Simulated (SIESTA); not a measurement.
# GaP (F-43m) in SIESTA: a series of runs, part 2 of 2

SIESTA 5.4.2.

## (4) Band structure, vdW-DF-cx

GaP.fdf

```
SystemName                      GaP
SystemLabel                     GaP
NumberOfSpecies                 2
NumberOfAtoms                   2
%block ChemicalSpeciesLabel
  1  31 Ga
  2  15 P
%endblock ChemicalSpeciesLabel

LatticeConstant                 1.0 Ang
%block LatticeVectors
     0.0000000000     2.7252500000     2.7252500000
     2.7252500000     0.0000000000     2.7252500000
     2.7252500000     2.7252500000     0.0000000000
%endblock LatticeVectors
AtomicCoordinatesFormat         Fractional
%block AtomicCoordinatesAndAtomicSpecies
     0.0000000000     0.0000000000     0.0000000000  1  Ga
     0.7500000000     0.7500000000     0.7500000000  2  P
%endblock AtomicCoordinatesAndAtomicSpecies

%block kgrid.MonkhorstPack
    8   0   0  0.0
    0   8   0  0.0
    0   0   8  0.0
%endblock kgrid.MonkhorstPack
XC.Functional                   VDW
XC.Authors                      BH
PAO.BasisSize                   DZP
PAO.EnergyShift                 0.003 Ry
Mesh.Cutoff                     800 Ry
OccupationFunction              FD
ElectronicTemperature           0.05 eV
MaxSCFIterations                120
SCF.MustConverge                false
SCF.Mixer.Method                Pulay
SCF.Mixer.Weight                0.25
SCF.Mixer.History               8
SCF.DM.Tolerance                5.0e-05
SCF.H.Tolerance                 1.0e-03 eV
WriteForces                     true
Charge.Mulliken                 end
Charge.Hirshfeld                end
Charge.Voronoi                  end
SaveRho                         true
SaveElectrostaticPotential      true
BandLinesScale                  ReciprocalLatticeVectors
%block BandLines
    1    0.000000   0.000000   0.000000  \Gamma
   12    0.500000   0.000000   0.500000  X
    6    0.500000   0.250000   0.750000  W
    4    0.375000   0.375000   0.750000  K
   13    0.000000   0.000000   0.000000  \Gamma
   11    0.500000   0.500000   0.500000  L
    8    0.625000   0.250000   0.625000  U
    4    0.500000   0.250000   0.750000  W
    9    0.500000   0.500000   0.500000  L
    8    0.375000   0.375000   0.750000  K
    1    0.625000   0.250000   0.625000  U
    4    0.500000   0.000000   0.500000  X
%endblock BandLines
%block PAO.Basis
  Ga 4
  n=4 0 2
    6.562 0.000
  n=4 1 2
    9.500 0.000
  n=3 2 2
    3.590 0.000
  n=4 2 1
    9.500
%endblock PAO.Basis
```

Potentials or basis: PseudoDojo 0.4 standard (PBE files), DZP (energy shift 0.003 Ry; two zetas on semicore shells).

Started as:

```
> siesta GaP.fdf > GaP.out 2>&1
```

Wall time 67 s (1 thread of Intel Xeon 6975P-C (Granite Rapids), shared host); peak memory 0.45 GiB.

The run converged. Its results:

| Item | Value |
| --- | --- |
| Free energy | -2268.6427 eV |
| Pressure | 1.5 GPa |
| Band gap on the k mesh | 1.58 eV, indirect (least direct gap 1.96 eV) |
| Band gap along the path | 1.53 eV, indirect (least direct gap 1.96 eV) |
| Hirshfeld charges | Ga +0.16; P -0.16 e |
| Voronoi charges | Ga +0.18; P -0.18 e |

Levels at the corners of the path, in eV from the valence-band top:
| point | band 6 | band 7 | band 8 | band 9 | band 10 | band 11 | band 12 | band 13 |
| --- | --- | --- | --- | --- | --- | --- | --- | --- |
| Γ | -12.53 | 0.00 | 0.00 | 0.00 | 1.96 | 3.82 | 3.82 | 3.82 |
| X | -9.56 | -6.85 | -2.75 | -2.75 | 1.58 | 1.77 | 10.77 | 10.77 |
| W | -9.46 | -6.64 | -3.63 | -3.51 | 4.75 | 5.09 | 6.11 | 6.22 |
| K | -9.60 | -6.64 | -4.02 | -2.30 | 2.14 | 4.85 | 8.30 | 8.52 |
| Γ | -12.53 | 0.00 | 0.00 | 0.00 | 1.96 | 3.82 | 3.82 | 3.82 |
| L | -10.48 | -6.73 | -1.14 | -1.14 | 1.63 | 4.68 | 4.68 | 9.18 |
| U | -9.60 | -6.64 | -4.02 | -2.30 | 2.14 | 4.85 | 8.30 | 8.52 |
| W | -9.46 | -6.64 | -3.63 | -3.51 | 4.75 | 5.09 | 6.11 | 6.22 |
| L | -10.48 | -6.73 | -1.14 | -1.14 | 1.63 | 4.68 | 4.68 | 9.18 |
| K | -9.60 | -6.64 | -4.02 | -2.30 | 2.14 | 4.85 | 8.30 | 8.52 |
| U | -9.60 | -6.64 | -4.02 | -2.30 | 2.14 | 4.85 | 8.30 | 8.52 |
| X | -9.56 | -6.85 | -2.75 | -2.75 | 1.58 | 1.77 | 10.77 | 10.77 |

Caveat: Mulliken charges of long-ranged orbitals can have an unphysical sign; the potentials were made for another functional, which shifts forces and pressure; the basis of atomic orbitals isn't converged, which shifts pressures, moduli and gaps.

## (5) Overview

| level | potentials or basis | spin | gap on the mesh (eV) | pressure (GPa) |
| --- | --- | --- | --- | --- |
| PBE | PseudoDojo 0.4 standard (PBE files), DZP (energy shift 0.003 Ry; two zetas on semicore shells) | off | 1.64 | 3.1 |
| PBE | PseudoDojo 0.4 standard (PBE files, fully relativistic), DZP (energy shift 0.003 Ry; two zetas on semicore shells) | non-collinear, zero start, SOC | 1.61 | 3.2 |
| vdW-DF-cx | PseudoDojo 0.4 standard (PBE files), DZP (energy shift 0.003 Ry; two zetas on semicore shells) | off | 1.58 | 1.5 |

Alike in all rows: task band structure; cell as given; k mesh 8 × 8 × 8; smearing fermi-dirac 0.05 eV; grid cutoff 800 Ry; energy shift 0.003 Ry.

Caveats: the basis of atomic orbitals isn't converged, which shifts pressures, moduli and gaps; the potentials were made for another functional, which shifts forces and pressure (some runs).

Absolute energies hang on the potentials; compare differences alone.

## (6) Comparison with measurements

Step 2. A measured gap of GaP is 2.34 eV (indirect; 10 K; quoted in “Stacking defects in GaP nanowires: Electronic structure and optical properties”, 2018, arxiv:1810.01194); the calculated 1.59 eV misses it by -0.75 eV. Spin-orbit coupling on Ga is left out. The value is that of PBE in an atomic basis (PseudoDojo 0.4 standard (PBE files), DZP (energy shift 0.003 Ry; two zetas on semicore shells)), whose error adds to the functional's,, without temperature or zero-point motion. Semilocal functionals fall short of measured gaps as a rule.

Step 3. A measured gap of GaP is 2.34 eV (indirect; 10 K; quoted in “Stacking defects in GaP nanowires: Electronic structure and optical properties”, 2018, arxiv:1810.01194); the calculated 1.56 eV misses it by -0.78 eV. The value is that of PBE in an atomic basis (PseudoDojo 0.4 standard (PBE files, fully relativistic), DZP (energy shift 0.003 Ry; two zetas on semicore shells)), whose error adds to the functional's,, without temperature or zero-point motion. Semilocal functionals fall short of measured gaps as a rule.

Step 4. A measured gap of GaP is 2.34 eV (indirect; 10 K; quoted in “Stacking defects in GaP nanowires: Electronic structure and optical properties”, 2018, arxiv:1810.01194); the calculated 1.53 eV misses it by -0.81 eV. Spin-orbit coupling on Ga is left out. The value is that of vdW-DF-cx in an atomic basis (PseudoDojo 0.4 standard (PBE files), DZP (energy shift 0.003 Ry; two zetas on semicore shells)), whose error adds to the functional's,, without temperature or zero-point motion.
